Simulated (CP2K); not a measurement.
**CsPbCl3 under changes of volume**

One of the cells (35.217 Å³/atom); the others are scaled copies at fixed shape and fractional positions:

```xyz
5
Lattice="5.6050 0.0000 0.0000 0.0000 5.6050 0.0000 0.0000 0.0000 5.6050" Properties=species:S:1:pos:R:3 pbc="T T T"
Pb    2.8025    2.8025    2.8025
Cs    0.0000    0.0000    0.0000
Cl    2.8025    0.0000    2.8025
Cl    0.0000    2.8025    2.8025
Cl    2.8025    2.8025    0.0000
```

- Program: CP2K 2026.2
- Functional: PBEsol
- Potentials or basis: POTENTIAL_UZH Pb GTH-PBE-q4, Cs GTH-PBE-q9, Cl GTH-PBE-q7; TZVP-MOLOPT-PBE-GTH basis
- Density cutoff: 6123 eV
- k mesh: 5 × 5 × 5
- Occupations: fermi-dirac, width 0.05 eV
- Spin: no spin polarisation

| volume (Å³/atom) | energy over the lowest point (meV/atom) | pressure (GPa) | gap on the mesh (eV) |
| --- | --- | --- | --- |
| 33.104 | 30.99 | 3.1 | 2.62 |
| 33.809 | 19.13 | 2.3 | 2.68 |
| 34.513 | 10.41 | 1.7 | 2.73 |
| 35.217 | ? | ? | ? |
| 35.922 | 1.12 | 0.5 | 2.82 |
| 36.626 | 0.00 | 0.0 | 2.86 |
| 37.330 | 0.90 | -0.4 | 2.90 |

Question: What does the run at 35.217 Å³/atom give?

Answer: Energy over the lowest point 4.50 meV/atom; pressure 1.0 GPa; gap on the mesh 2.78 eV.

Worked out: A Birch-Murnaghan fit of order 3 (a polynomial in V^(-2/3)) to the other rows has its minimum at 36.65 Å³/atom with B0 = V·E''(V) = 24 GPa and B' = 4.6. It gives 4.51 meV/atom at 35.217 Å³/atom, against the run's 4.50, and -dE/dV = 1.0 GPa, against 1.0. A straight line through the other rows of the gap, of slope 2.3 eV per unit of ln V (its deformation potential), gives 2.77 eV, against the run's 2.78.

Energies are extrapolated to zero smearing.

Caveats: the potentials were made for another functional, which shifts forces and pressure; spin-orbit coupling is left out, which as a rule narrows the gap of such compounds by several tenths of an eV; an odd mesh through Γ misses points on the zone boundary, where band edges often lie; the basis of atomic orbitals isn't converged, which shifts pressures, moduli and gaps.
